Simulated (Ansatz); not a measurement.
## PtS2 in Ansatz: convergence with xc grid

Input of the first run (xc grid 1); the others differ in this setting and in those tied to it:

The input input.yaml:

```yaml
crystal:
  lattice:
    - [3.5432, 0.0, 0.0]
    - [-1.7716, 3.0685012107, 0.0]
    - [0.0, 0.0, 5.0388]
  atoms:
    - { symbol: Pt, position: [0.0, 0.0, 0.0] }
    - { symbol: S, position: [0.6666666667, 0.3333333333, 0.773] }
    - { symbol: S, position: [0.3333333333, 0.6666666667, 0.227] }
hamiltonian:
  xc: pbe
  pseudopotentials: { kind: paw }
kpoints:
  mp_grid: { grid: [7, 7, 5] }
scf:
  occupations: { method: gaussian, width: 0.1 }
output:
  forces: true
  stress: true
  eigenvalues: true
basis:
  xc_grid: 1
```

Potentials or basis: Ansatz PAW.

Launch:

```sh
$ ansatz run input.yaml --threads 2 --pin off --max-ram 5632MiB --backend cpu --events-out ev --progress --plain --runs-dir out
```

Hardware: 2 threads of Intel(R) Xeon(R) Processor @ 2.50GHz (Skylake/Cascade Lake) (shared host).

```
xc grid  energy less the tightest run, at zero smearing (meV/atom)  SCF cycles  CPU time (s)  peak memory (GiB)
      1                                                       0.00           7           3.9               0.34
      2                                                       0.00           7           4.1               0.34
      3                                                       0.00           7           4.2               0.36
      4                                                       0.00           7           4.5               0.39
      5                                                       0.00           7           5.2               0.45
```

Against the tightest run, the energy stays within 1 meV/atom from 1 on. The tightest run that finished is the yardstick and may itself not be fully converged.

Caveat, for the tightest run too: odd divisions of the mesh miss points on the zone boundary, where band edges often lie, so the gap on the mesh can be too wide; spin-orbit coupling is left out, which moves the levels of the heavy elements; forces of over 1 eV/Å show positions far from the minimum, so gaps and moduli don't describe the material at rest.
